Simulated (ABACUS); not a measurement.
**Ni: equation of state with PBE**

The system is Ni.

```
Ni
1.0
    -1.38372    1.38372    1.38372
     1.38372   -1.38372    1.38372
     1.38372    1.38372   -1.38372
Ni
1
Direct
  0.00000 0.00000 0.00000
```

This isn't the form of Ni at room conditions, which is fcc.

| Item | Value |
| --- | --- |
| Program | ABACUS 3.10.1 |
| Task | equation of state |
| Functional | PBE |
| Potentials or basis | PseudoDojo NC SR 0.4.1 PBE standard |
| Cutoff | 1361 eV |
| Density cutoff | 5442 eV |
| Basis | DZP LCAO (the cutoffs set its grid) |
| k mesh | 13 × 13 × 13 |
| Occupations | fermi-dirac, width 0.05 eV |
| Spin | collinear spin, ferromagnetic start |
| Starting moments | [1.0] μB |

* Equilibrium volume: 11.05 Å³/atom
* Bulk modulus: 180 GPa
* Pressure derivative of the bulk modulus: 5.7 (rough: it moves with the points fitted)

Energy against volume, from the lowest point:
```
volume (Å³/atom)  energy (meV/atom)
           9.962              75.82
          10.174              46.93
          10.385              25.79
          10.597              11.29
          10.809               2.98
          11.021               0.00
          11.233               1.46
```

All runs of the series together: 110 s on 4 threads of AMD EPYC 7B13 (Zen 3), on a shared host.

Caveat: the atomic orbitals were generated for these runs and aren't a published set; the basis of atomic orbitals isn't converged, which shifts pressures, moduli and gaps.
